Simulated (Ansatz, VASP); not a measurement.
# SnO: VASP beside Ansatz

```xyz
4
Lattice="3.8137 0.0000 0.0000 0.0000 3.8137 0.0000 0.0000 0.0000 4.8869" Properties=species:S:1:pos:R:3 pbc="T T T"
Sn    1.9068    0.0000    3.7367
Sn    0.0000    1.9068    1.1503
O     0.0000    0.0000    0.0000
O     1.9068    1.9068    0.0000
```

Alike in both runs: functional PBE; k mesh 7 × 7 × 6; occupations fermi-dirac, width 0.05 eV; no spin polarisation.

|  | VASP | Ansatz |
| --- | --- | --- |
| version | VASP 6.6.1 | Ansatz 0.2.0 |
| potentials or method | VASP PAW PBE potentials, release 64 (Sn_d, O), cutoff 520 eV | all-electron LAPW, scalar-relativistic |
| task | single point | band structure |

```tsv
	VASP	Ansatz	Ansatz less VASP
gap on the k mesh at the Fermi level (eV)	0.38	0.37	-0.011
least direct gap on the mesh (eV)	2.05	2.08	+0.033
pressure (GPa)	3.8	3.6	-0.26
largest component of the traceless stress (GPa)	0.61	0.62	+0.007
rms of the force components (eV/Å)	0.186	0.150	-0.0364
```

Atom by atom the forces differ by 0.036 eV/Å (rms over components). Ansatz ran all-electron here, so the differences hold the error of VASP's frozen core and of both bases.

Caveats: spin-orbit coupling is left out, which moves the levels of the heavy elements; an odd mesh through Γ misses points on the zone boundary, where band edges often lie (VASP); the mesh misses the band edges, which the band path finds closer together (Ansatz).
